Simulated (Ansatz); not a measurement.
# Bi2Te3: the cost of one run

Program: Ansatz 0.2.0. Level of theory: DFT PBE, scalar-relativistic. These are calculated values, not measurements.

### 1 The system as given

It takes space group R-3m (No. 166, trigonal). The conventional cell has a = 4.386 Å, b = 4.386 Å, c = 30.497 Å, α = 90.00°, β = 90.00°, γ = 120.00°. Around Bi (site symmetry 3m) lie 6 Te at 3.07 to 3.25 Å. Te (site symmetry -3m) has 6 Bi at 3.25 Å as nearest neighbours. Te (site symmetry 3m) is surrounded by 3 Bi at 3.07 Å.

As a file:

```
Bi Te
1.0
     2.19300    1.26613   10.16567
    -2.19300    1.26613   10.16567
     0.00000   -2.53226   10.16567
Bi Te
2 3
Direct
  0.40000 0.40000 0.40000
  0.60000 0.60000 0.60000
  0.00000 0.00000 0.00000
  0.20950 0.20950 0.20950
  0.79050 0.79050 0.79050
```

Atoms are numbered in the order of the input: Bi1, Bi2, Te3, Te4, Te5.

### 2 The deformed structure

Space group R-3m before, P-1 after.

### 3 All-electron LAPW

input.yaml reads:

```yaml
crystal:
  lattice:
    - [2.0215235665, 1.0807494043, 10.1137830497]
    - [-2.3644775503, 1.1465394211, 10.1795730664]
    - [-0.1145011661, -2.6847439754, 10.2036538839]
  atoms:
    - { symbol: Bi, position: [0.4, 0.4, 0.4] }
    - { symbol: Bi, position: [0.6, 0.6, 0.6] }
    - { symbol: Te, position: [0.0, 0.0, 0.0] }
    - { symbol: Te, position: [0.2095, 0.2095, 0.2095] }
    - { symbol: Te, position: [0.7905, 0.7905, 0.7905] }
kpoints:
  mp_grid: { grid: [7, 7, 7] }
  band_path:
    path:
      - [0.0, 0.0, 0.0]
      - [0.0, 0.0, -0.5]
      - [0.5, 0.5, 0.5]
      - [0.0, 0.0, 0.0]
      - [0.0, -0.5, 0.0]
      - [0.5, 0.0, 0.0]
      - [0.0, 0.0, 0.0]
      - [0.5, 0.0, 0.5]
      - [0.0, -0.5, -0.5]
    npoints: 5
scf:
  occupations: { method: fermi_dirac, width: 0.08 }
hamiltonian:
  xc: pbe
  pseudopotentials: { kind: all_electron, lapw: { basis_error: 0.001 } }
output:
  forces: true
  stress: true
  eigenvalues: true
```

Command:

```bash
ansatz run input.yaml --threads 2 --pin off --max-ram 6144MiB --backend cpu --events-out ev --progress --plain --runs-dir out
```

What time and memory should one allow on 2 threads of Arm Neoverse V1, shared host?

About 5.1 min, with a peak of 2.4 GiB.
